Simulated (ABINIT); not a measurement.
# Sb (P-1) in ABINIT: reference runs

How does Sb come out in PBE? The cell is run as given.

Program: ABINIT 10.8.3 (patched build). These are calculated values, not measurements. Logs are shortened: lines on timing, memory, paths and dates and some standing lists are left out, and cuts for length are marked. The log counts tension as positive stress, the text compression.

## Step 1: The crystal as given

The typed cell holds 1 atom: a = 3.520 Å, b = 3.489 Å, c = 3.551 Å, α = 126.62°, β = 127.33°, γ = 78.30°.

This isn't the form of Sb at room conditions, which is rhombohedral.

## Step 2: Single point, PBE

run.abi

```
# Pseudopotentials
pp_dirpath "./"
pseudos "Sb.GGA_PBE-JTH.xml"

# Structure
structure "poscar:POSCAR"
natom 1
chkprim 0
chksymtnons 0
tolsym 1.0e-6

# Plane-wave basis
ecut 435.382180 eV
pawecutdg 32.0
pawxcdev 0

# k points
kptopt 1
ngkpt 10 10 12
nshiftk 1
shiftk 0.0 0.0 0.0

# Exchange and correlation
ixc 11

# Bands and occupations
nband 12
occopt 3
tsmear 0.05 eV

# SCF cycle
nstep 100
tolvrs 1.0e-9

# Output
iomode 3
prtwf 0
prtden 0
prteig 0
prtebands 0
```

POSCAR

```
Sb
1.0
   -1.5948718800      1.5512544700      2.7276667100
    1.5472171300     -1.5649253900      2.7079107700
    1.6154168300      1.5854703400     -2.7356140700
Sb
1
Direct
    0.0000000000      0.0000000000      0.0000000000  Sb
```

Potentials or basis: JTH PAW PBE v2.0.

Started as:

```
abinit run.abi > log 2>&1
```

run.abo:

```text
.Version 10.8.3 of ABINIT
 Symmetries : space group P-1 (#  2); Bravais aP (primitive triclinic)
================================================================================
 Values of the parameters that define the memory need of the present run
     intxc =       0    ionmov =       0      iscf =      17    lmnmax =      18
     lnmax =       6     mgfft =      27  mpssoang =       3    mqgrid =    3001
     natom =       1  nloc_mem =       2    nspden =       1   nspinor =       1
    nsppol =       1      nsym =       2    n1xccc =       1    ntypat =       1
    occopt =       3   xclevel =       2
       mpw =         572          nfft =       15552          nkpt =         604
 PAW method is used; the additional fine FFT grid is defined by:
   mgfftf=        36    nfftf =     46656
================================================================================
================================================================================

--------------------------------------------------------------------------------
------------- Echo of variables that govern the present computation ------------
--------------------------------------------------------------------------------
 -outvars: echo values of preprocessed input variables --------
            acell      1.0000000000E+00  1.0000000000E+00  1.0000000000E+00 Bohr
              amu      1.21753000E+02
          chkprim           0
      chksymtnons           0
             ecut      1.60000000E+01 Hartree
                       outvar_i_n : Printing only first  50 k-points.
              ixc          11
                       outvar_i_n : Printing only first  50 k-points.
         kptrlatt       10    0    0      0   10    0      0    0   12
          kptrlen      6.48535113E+01
            natom           1
            nband          12
            ngfft          24      24      27
          ngfftdg          36      36      36
             nkpt         604
            nstep         100
             nsym           2
           ntypat           1
                       prtocc : prtvol=0, do not print more k-points.
           occopt           3
        pawecutdg      3.20000000E+01 Hartree
         pawxcdev           0
           prtden           0
        prtebands           0
           prteig           0
            prtwf           0
            rprim     -3.0138710591E+00  2.9314460999E+00  5.1545430447E+00
                       2.9238166330E+00 -2.9572803946E+00  5.1172097287E+00
                       3.0526953879E+00  2.9961047233E+00 -5.1695613785E+00
          spgroup           2
           tolsym      1.00000000E-06
           tolvrs      1.00000000E-09
           tsmear      1.83746611E-03 Hartree
            typat      1
           useylm           1
                       outvars : Printing only first  50 k-points.
            znucl       51.00000

================================================================================

 chkinp: Checking input parameters for consistency.

================================================================================
== DATASET  1 ==================================================================

--- !DatasetInfo
iteration_state: {dtset: 1, }
dimensions: {natom: 1, nkpt: 604, mband: 12, nsppol: 1, nspinor: 1, nspden: 1, mpw: 572, }
cutoff_energies: {ecut:  16.0, pawecutdg:  32.0, }
electrons: {nelect:   1.50000000E+01, charge:   0.00000000E+00, occopt:   3.00000000E+00, tsmear:   1.83746611E-03, }
meta: {optdriver: 0, ionmov: 0, optcell: 0, iscf: 17, paral_kgb: 0, }
...

 Exchange-correlation functional for the present dataset will be:
  GGA: Perdew-Burke-Ernzerhof functional - ixc=11
  J.P.Perdew, K.Burke, M.Ernzerhof, PRL 77, 3865 (1996)

 Real(R)+Recip(G) space primitive vectors, cartesian coordinates (Bohr,Bohr^-1):
 R(1)= -3.0138711  2.9314461  5.1545430  G(1)= -0.0002411  0.1689531  0.0977772
 R(2)=  2.9238166 -2.9572804  5.1172097  G(2)=  0.1681929 -0.0008512  0.0988268
 R(3)=  3.0526954  2.9961047 -5.1695614  G(3)=  0.1662493  0.1676196  0.0018791
 Unit cell volume ucvol=  1.8192114E+02 bohr^3
 Angles (23,13,12)=  1.26615443E+02  1.27329302E+02  7.82983623E+01 degrees

 Coarse grid specifications (used for wave-functions):

 getcut: wavevector=  0.0000  0.0000  0.0000  ngfft=  24  24  27
         ecut(hartree)=     16.000   => boxcut(ratio)=   2.00533

 Fine grid specifications (used for densities):

 getcut: wavevector=  0.0000  0.0000  0.0000  ngfft=  36  36  36
         ecut(hartree)=     32.000   => boxcut(ratio)=   2.10850

--- Pseudopotential description ------------------------------------------------
- pspini: atom type   1  psp file is ./Sb.GGA_PBE-JTH.xml
 Pseudopotential format is: paw10
 basis_size (lnmax)=  6 (lmn_size= 18), orbitals=   0   0   1   1   2   2
 Spheres core radius: rc_sph= 2.40089151
 Shapefunction is BESSEL type: shapef(r,l)=aa(1,l)*jl(q(1,l)*r)+aa(2,l)*jl(q(2,l)*r)
 Radius for shape functions =  2.00542650
 Compensation charge density is not taken into account in XC energy/potential

   3.83764456E+02                                ecore*ucvol(ha*bohr**3)
--------------------------------------------------------------------------------

================================================================================

--- !BeginCycle
iteration_state: {dtset: 1, }
solver: {iscf: 17, nstep: 100, nline: 4, wfoptalg: 10, }
tolerances: {tolvrs: 1.00E-09, }
...

     iter   Etot(hartree)      deltaE(h)  residm     nres2
 ETOT  1  -82.050142287552    -8.205E+01 3.537E+01 5.745E-01
 ETOT  2  -82.604556768601    -5.544E-01 7.770E-02 2.224E-01
 ETOT  3  -82.603549293619     1.007E-03 3.149E-02 4.265E-02
 ETOT  4  -82.603426800108     1.225E-04 8.420E-03 2.437E-03
 ETOT  5  -82.603432866962    -6.067E-06 3.456E-03 6.983E-05
 ETOT  6  -82.603432980638    -1.137E-07 1.165E-03 1.744E-05
 ETOT  7  -82.603432878469     1.022E-07 2.380E-03 1.594E-06
 ETOT  8  -82.603432880370    -1.901E-09 5.994E-04 2.330E-08
 ETOT  9  -82.603432881239    -8.693E-10 9.836E-04 1.524E-08
 ETOT 10  -82.603432881070     1.694E-10 3.003E-04 1.548E-10

 At SCF step   10       nres2   =  1.55E-10 < tolvrs=  1.00E-09 =>converged.

 Cartesian components of stress tensor (hartree/bohr^3)
  sigma(1 1)= -4.56806955E-05  sigma(3 2)=  5.49498316E-06
  sigma(2 2)= -8.03095747E-05  sigma(3 1)= -5.65507099E-07
  sigma(3 3)= -4.81719769E-05  sigma(2 1)= -3.19807307E-05

--- !ResultsGS
iteration_state: {dtset: 1, }
comment   : Summary of ground state results
lattice_vectors:
- [ -3.0138711,   2.9314461,   5.1545430, ]
- [  2.9238166,  -2.9572804,   5.1172097, ]
- [  3.0526954,   2.9961047,  -5.1695614, ]
lattice_lengths: [   6.65177,    6.59394,    6.70969, ]
lattice_angles: [126.615, 127.329,  78.298, ] # degrees, (23, 13, 12)
lattice_volume:   1.8192114E+02
convergence: {deltae:  1.694E-10, res2:  1.548E-10, residm:  3.003E-04, diffor: null, }
etotal    :  -8.26034329E+01
entropy   :   0.00000000E+00
fermie    :   2.96639449E-01
cartesian_stress_tensor: # hartree/bohr^3
- [ -4.56806955E-05,  -3.19807307E-05,  -5.65507099E-07, ]
- [ -3.19807307E-05,  -8.03095747E-05,   5.49498316E-06, ]
- [ -5.65507099E-07,   5.49498316E-06,  -4.81719769E-05, ]
pressure_GPa:   1.7080E+00
xred      :
- [  0.0000E+00,   0.0000E+00,   0.0000E+00, Sb]
cartesian_forces: # hartree/bohr
- [ -0.00000000E+00,  -0.00000000E+00,  -0.00000000E+00, ]
force_length_stats: {min:   0.00000000E+00, max:   0.00000000E+00, mean:   0.00000000E+00, }
...

 Integrated electronic density in atomic spheres:
 ------------------------------------------------
 Atom  Sphere_radius  Integrated_density
    1        2.40089         12.37296671

================================================================================

 ----iterations are completed or convergence reached----

 Mean square residual over all n,k,spin=   38.601E-08; max=  30.030E-05
 reduced coordinates (array xred) for    1 atoms
       0.000000000000      0.000000000000      0.000000000000
 rms dE/dt=  0.0000E+00; max dE/dt=  0.0000E+00; dE/dt below (all hartree)
    1       0.000000000000      0.000000000000      0.000000000000

 cartesian coordinates (angstrom) at end:
    1      0.00000000000000     0.00000000000000     0.00000000000000

 cartesian forces (hartree/bohr) at end:
    1     -0.00000000000000    -0.00000000000000    -0.00000000000000
 frms,max,avg= 0.0000000E+00 0.0000000E+00   0.000E+00  0.000E+00  0.000E+00 h/b

 cartesian forces (eV/Angstrom) at end:
    1     -0.00000000000000    -0.00000000000000    -0.00000000000000
 frms,max,avg= 0.0000000E+00 0.0000000E+00   0.000E+00  0.000E+00  0.000E+00 e/A
 length scales=  1.000000000000  1.000000000000  1.000000000000 bohr
              =  0.529177210544  0.529177210544  0.529177210544 angstroms
 Fermi (or HOMO) energy (hartree) =   0.29664   Average Vxc (hartree)=  -0.36326
 Eigenvalues (hartree) for nkpt= 604  k points:
 kpt#   1, nband= 12, wtk=  0.00083, kpt=  0.0000  0.0000  0.0000 (reduced coord)
  -0.78167   -0.78039   -0.77902   -0.77894   -0.77679   -0.17823    0.46650    0.49339
   0.50162    0.66052    0.69141    0.70391
      occupation numbers for kpt#   1
   2.00000    2.00000    2.00000    2.00000    2.00000    2.00000    0.00000    0.00000
   0.00000    0.00000    0.00000    0.00000
 prteigrs : prtvol=0 or 1, do not print more k-points.

--- !EnergyTerms
iteration_state     : {dtset: 1, }
comment             : Components of total free energy in Hartree
kinetic             :  4.11119714842293E+00
hartree             :  2.15068128003306E+01
xc                  : -2.35363336074302E+00
Ewald energy        : -5.72559271350937E+01
psp_core            :  2.10950995389707E+00
local_psp           : -6.65888965840749E+01
PAW spherical_terms :  1.58677063554338E+01
internal            : -8.26032308218273E+01
'-kT*entropy'       : -2.02448719848276E-04
total_energy        : -8.26034332705471E+01
total_energy_eV     : -2.24775392796898E+03
...

--- !EnergyTermsDC
iteration_state     : {dtset: 1, }
comment             : '"Double-counting" decomposition of free energy'
band_energy         : -7.27977551550434E+00
Ewald energy        : -5.72559271350937E+01
psp_core            :  2.10950995389707E+00
xc_dc               : -2.11856269504505E+01
PAW spherical_terms :  1.00858921480175E+00
internal            : -8.26032304323497E+01
'-kT*entropy'       : -2.02448719848276E-04
total_energy_dc     : -8.26034328810696E+01
total_energy_dc_eV  : -2.24775391737075E+03
...

--- !EnergyTermsWithPAWCore
iteration_state     : {dtset: 1, }
comment             : 'Components of total free energy, including PAW core contributions'
Total energy        : -6.48159021185710E+03
Total energy DC     : -6.48159021146762E+03
Total energy (eV)   : -1.76373054743013E+05
Total energy DC (eV): -1.76373054732415E+05
...

 Cartesian components of stress tensor (hartree/bohr^3)
  sigma(1 1)= -4.56806955E-05  sigma(3 2)=  5.49498316E-06
  sigma(2 2)= -8.03095747E-05  sigma(3 1)= -5.65507099E-07
  sigma(3 3)= -4.81719769E-05  sigma(2 1)= -3.19807307E-05

-Cartesian components of stress tensor (GPa)         [Pressure=  1.7080E+00 GPa]
- sigma(1 1)= -1.34397246E+00  sigma(3 2)=  1.61667986E-01
- sigma(2 2)= -2.36278926E+00  sigma(3 1)= -1.66377933E-02
- sigma(3 3)= -1.41726849E+00  sigma(2 1)= -9.40905581E-01

== END DATASET(S) ==============================================================
================================================================================

 -outvars: echo values of variables after computation  --------
            acell      1.0000000000E+00  1.0000000000E+00  1.0000000000E+00 Bohr
           etotal     -8.2603432881E+01
            fcart     -0.0000000000E+00 -0.0000000000E+00 -0.0000000000E+00
            rprim     -3.0138710591E+00  2.9314460999E+00  5.1545430447E+00
                       2.9238166330E+00 -2.9572803946E+00  5.1172097287E+00
                       3.0526953879E+00  2.9961047233E+00 -5.1695613785E+00
           strten     -4.5680695530E-05 -8.0309574734E-05 -4.8171976922E-05
                       5.4949831627E-06 -5.6550709855E-07 -3.1980730688E-05
 Calculation completed.
```

Wall time 88 s (1 thread of Arm Neoverse V2, shared host); peak memory 0.24 GiB.

What came out:

```
Free energy                                           : -2247.7539 eV
Pressure                                              : 1.7 GPa
Band gap on the k mesh                                : none (metal or under the smearing width)
Valence electrons inside the program's atomic spheres : Sb 12.37 (radii [1.2705] Å)
```

Stress tensor (GPa, compression positive):
```
 1.34  0.94  0.02
 0.94  2.36 -0.16
 0.02 -0.16  1.42
```

Levels at points of the mesh, in eV from the Fermi level:
```tsv
k point	band 5	band 6	band 7	band 8	band 9	band 10	band 11	band 12
(0.00, 0.00, 0.00)	-29.21	-12.92	4.62	5.35	5.58	9.90	10.74	11.08
(0.50, 0.00, 0.00)	-29.19	-9.01	-5.76	1.73	5.31	6.19	10.50	10.51
(0.00, 0.50, 0.00)	-29.20	-9.04	-5.75	1.57	5.41	5.99	10.61	10.64
(0.50, 0.50, 0.00)	-29.14	-6.53	-4.29	-1.10	0.54	3.43	4.40	16.19
(0.00, 0.00, 0.50)	-29.14	-6.66	-4.43	-0.95	0.74	3.59	4.54	15.54
(0.50, 0.00, 0.50)	-29.20	-9.23	-5.80	1.96	5.59	6.41	10.67	10.89
(0.00, 0.50, 0.50)	-29.19	-9.06	-5.78	1.84	5.38	6.30	10.51	10.71
(0.50, 0.50, 0.50)	-29.20	-9.26	-5.65	2.06	2.30	6.03	6.31	21.37
```

The run has no spin-orbit coupling, so splittings on Sb are missing.
